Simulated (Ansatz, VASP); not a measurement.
# WC: VASP beside Ansatz

```xyz
2
Lattice="0.0000 2.1927 2.1927 2.1927 0.0000 2.1927 2.1927 2.1927 0.0000" Properties=species:S:1:pos:R:3 pbc="T T T"
W     0.0000    0.1768    0.1768
C     2.1927    2.1927    2.1927
```

Change from the starting cell: all W atoms moved -0.250 Å, as atom 1 towards its neighbour atom 1 (W) at 3.101 Å.

Alike in both runs: task single point; functional LDA; k mesh 18 × 18 × 18; occupations gaussian, width 0.15 eV; no spin polarisation.

```csv
,VASP,Ansatz
version,VASP 6.6.1,Ansatz 0.2.0
potentials or method,"VASP PAW LDA potentials, release 64 (W_sv, C)","scalar-relativistic, plane waves, PAW"
plane-wave cutoff (eV),520,420
valence electrons in the cell,18,18
```

|  | VASP | Ansatz | Ansatz less VASP |
| --- | --- | --- | --- |
| gap on the k mesh at the Fermi level (eV) | none | none | - |
| pressure (GPa) | -4.0 | -6.2 | -2.24 |
| largest component of the traceless stress (GPa) | 10.16 | 10.04 | -0.117 |
| rms of the force components (eV/Å) | 1.097 | 1.063 | -0.0344 |

Atom by atom the forces differ by 0.034 eV/Å (rms over components). A gap of «none» marks a metal or a gap that the smearing closes.

Caveats: forces of over 1 eV/Å show positions far from the minimum, so gaps and moduli don't describe the material at rest. Spin-orbit coupling is left out, which matters for the levels of W.
